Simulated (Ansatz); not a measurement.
## Band table of TlCl

```
CELL_PARAMETERS angstrom
3.83400 0.00000 0.00000
0.00000 3.83400 0.00000
0.00000 0.00000 3.83400
ATOMIC_POSITIONS crystal
Tl 0.00000 0.00000 0.00000
Cl 0.50000 0.50000 0.50000
```

Atoms are numbered in the order listed.

The cell is COD entry 9008794, as deposited and not checked against the literature; nothing was relaxed. It is an old determination, and later ones may differ.

Spin–orbit coupling is left out, though it moves levels of the heavy atoms by tenths of an eV or more.

The calculation used DFT, PBEsol, all-electron LAPW, scalar-relativistic in Ansatz 0.2.0.

Numerical set-up: a Γ-centred 8×8×8 k mesh, Fermi–Dirac smearing of 0.02 eV, basis error target 1 meV/atom, no spin polarisation.

Path points, in fractions of the reciprocal vectors: Γ (0.000, 0.000, 0.000), X (0.000, 0.500, 0.000), M (0.500, 0.500, 0.000), R (0.500, 0.500, 0.500). Levels in eV from the valence-band top; bands 16 to 28, counted from the lowest band of the run. The gap is 1.93 eV, direct at X (0, 0.5, 0).

```
# k(1/Å) point b16 b17 b18 b19 b20 b21 b22 b23 b24 b25 b26 b27 b28
0.000 Γ -13.77 -9.92 -9.92 -9.67 -9.67 -9.67 -4.62 -1.55 -1.55 -1.55 7.62 7.62 7.74
0.164 - -13.75 -9.92 -9.90 -9.68 -9.68 -9.67 -4.72 -1.51 -1.51 -1.47 6.48 7.62 7.62
0.328 - -13.69 -9.91 -9.86 -9.70 -9.70 -9.67 -4.95 -1.40 -1.40 -1.23 5.04 7.29 7.29
0.492 - -13.61 -9.91 -9.80 -9.72 -9.72 -9.66 -5.23 -1.26 -1.26 -0.83 3.64 6.90 6.90
0.656 - -13.54 -9.90 -9.76 -9.74 -9.74 -9.66 -5.44 -1.15 -1.15 -0.32 2.48 6.58 6.58
0.819 X -13.51 -9.90 -9.75 -9.75 -9.75 -9.66 -5.52 -1.10 -1.10 0.00 1.93 6.46 6.46
0.983 - -13.50 -9.89 -9.75 -9.75 -9.74 -9.67 -5.43 -1.38 -1.10 -0.17 2.26 6.16 6.58
1.147 - -13.47 -9.86 -9.74 -9.74 -9.71 -9.69 -5.15 -1.97 -1.09 -0.68 2.97 5.60 6.93
1.311 - -13.44 -9.84 -9.74 -9.72 -9.71 -9.66 -4.69 -2.53 -1.44 -1.07 3.78 5.15 7.47
1.475 - -13.41 -9.82 -9.73 -9.72 -9.70 -9.62 -4.05 -2.91 -2.32 -1.06 4.48 4.88 8.08
1.639 M -13.40 -9.82 -9.73 -9.73 -9.69 -9.60 -3.42 -3.05 -3.05 -1.06 4.80 4.80 8.21
1.871 - -13.43 -9.83 -9.73 -9.72 -9.71 -9.63 -4.27 -2.92 -1.88 -1.07 4.30 4.92 7.87
2.102 - -13.50 -9.85 -9.72 -9.72 -9.72 -9.71 -4.84 -2.56 -1.14 -0.71 3.79 5.26 7.28
2.334 - -13.62 -9.88 -9.82 -9.71 -9.70 -9.69 -4.96 -2.10 -1.30 -0.58 4.58 5.81 7.22
2.566 - -13.73 -9.91 -9.89 -9.68 -9.68 -9.68 -4.78 -1.70 -1.47 -1.19 6.35 6.59 7.53
2.798 Γ -13.77 -9.92 -9.92 -9.67 -9.67 -9.67 -4.62 -1.55 -1.55 -1.55 7.62 7.62 7.74
3.081 - -13.70 -9.89 -9.89 -9.68 -9.68 -9.68 -4.82 -1.66 -1.66 -0.97 6.33 6.55 6.55
3.365 - -13.55 -9.81 -9.81 -9.72 -9.72 -9.69 -4.87 -1.90 -1.90 -0.42 5.18 5.40 5.40
3.649 - -13.39 -9.78 -9.78 -9.71 -9.71 -9.70 -4.29 -2.07 -2.07 -1.04 4.03 4.03 5.28
3.933 - -13.26 -9.84 -9.84 -9.79 -9.63 -9.63 -3.07 -2.08 -2.08 -1.82 2.87 2.87 3.77
4.217 R -13.20 -9.86 -9.86 -9.86 -9.60 -9.60 -2.19 -2.05 -2.05 -2.05 2.40 2.40 2.40
4.449 - -13.24 -9.85 -9.83 -9.81 -9.63 -9.61 -2.78 -2.18 -1.97 -1.97 2.66 2.82 3.37
4.680 - -13.33 -9.82 -9.78 -9.74 -9.71 -9.64 -3.87 -2.30 -1.76 -1.58 3.39 3.53 5.31
4.912 - -13.43 -9.80 -9.79 -9.72 -9.71 -9.68 -4.78 -2.07 -1.48 -0.97 3.44 4.50 6.82
5.144 - -13.49 -9.88 -9.76 -9.73 -9.73 -9.68 -5.33 -1.50 -1.21 -0.31 2.52 5.76 6.78
5.376 X -13.51 -9.90 -9.75 -9.75 -9.75 -9.66 -5.52 -1.10 -1.10 0.00 1.93 6.46 6.46
6.534 R -13.20 -9.86 -9.86 -9.86 -9.60 -9.60 -2.19 -2.05 -2.05 -2.05 2.40 2.40 2.40
6.698 - -13.22 -9.85 -9.85 -9.84 -9.62 -9.60 -2.37 -2.17 -2.17 -1.96 2.63 2.63 2.84
6.862 - -13.28 -9.81 -9.81 -9.80 -9.67 -9.60 -2.75 -2.45 -2.45 -1.74 3.20 3.20 3.98
7.026 - -13.34 -9.77 -9.77 -9.75 -9.74 -9.60 -3.10 -2.75 -2.75 -1.44 3.92 3.92 5.53
7.190 - -13.39 -9.80 -9.74 -9.74 -9.71 -9.60 -3.34 -2.97 -2.97 -1.17 4.55 4.55 7.27
7.354 M -13.40 -9.82 -9.73 -9.73 -9.69 -9.60 -3.42 -3.05 -3.05 -1.06 4.80 4.80 8.21
```
